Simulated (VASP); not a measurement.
# Ba: work function with RPBE

The system is Ba, a slab with vacuum.

```
Ba
1.0
     3.91000    0.00000    0.00000
    -1.95500    3.65000    0.00000
     0.00000    0.00000   20.70000
Ba
2
Direct
  0.00000 0.00000 0.36232
  0.00000 0.00000 0.63768
```

The slab is cut from a database's or a generator's crystal, which needn't be the stable form of the element.

```json
{"Program": "VASP 6.6.1", "Task": "work function", "Functional": "RPBE", "Potentials or basis": "VASP PAW PBE potentials, release 64 (Ba_sv)", "Cutoff": "520 eV", "k mesh": "8 × 8 × 1", "Occupations": "fermi-dirac, width 0.05 eV", "Spin": "no spin polarisation", "Dipole correction": "yes", "Further INCAR settings": "ALGO = Fast; EDIFF = 1e-06"}
```

| Property | Result |
| --- | --- |
| Largest force | 0.178 eV/Å |
| Band gap on the k mesh | none (metal or under the smearing width) |
| Work function of the upper face | 2.41 eV |
| Work function of the lower face | 2.41 eV |

Forces on the atoms (eV/Å):
```
Ba   0.000  0.000  0.178
Ba   0.000  0.000 -0.178
```

Levels at points of the mesh, in eV from the Fermi level:
```csv
k point,band 7,band 8,band 9,band 10,band 11,band 12,band 13,band 14
"(0.00, 0.00, 0.00)",-13.87,-13.87,-2.25,-1.96,-0.14,0.33,0.35,1.50
"(0.50, 0.00, 0.00)",-14.13,-14.13,-0.74,-0.67,-0.08,0.26,1.67,1.91
"(0.00, 0.50, 0.00)",-14.00,-14.00,-0.70,-0.62,-0.15,0.21,1.38,1.53
```

Run time: 6 min on 1 thread of Intel(R) Xeon(R) Platinum 8375C CPU @ 2.90GHz (Ice Lake), with other jobs on the host, peak memory 0.43 GiB.

Caveat: the PAW data sets were made with another functional, which shifts forces and pressure a little. Spin-orbit coupling is left out, which matters for the levels of Ba.
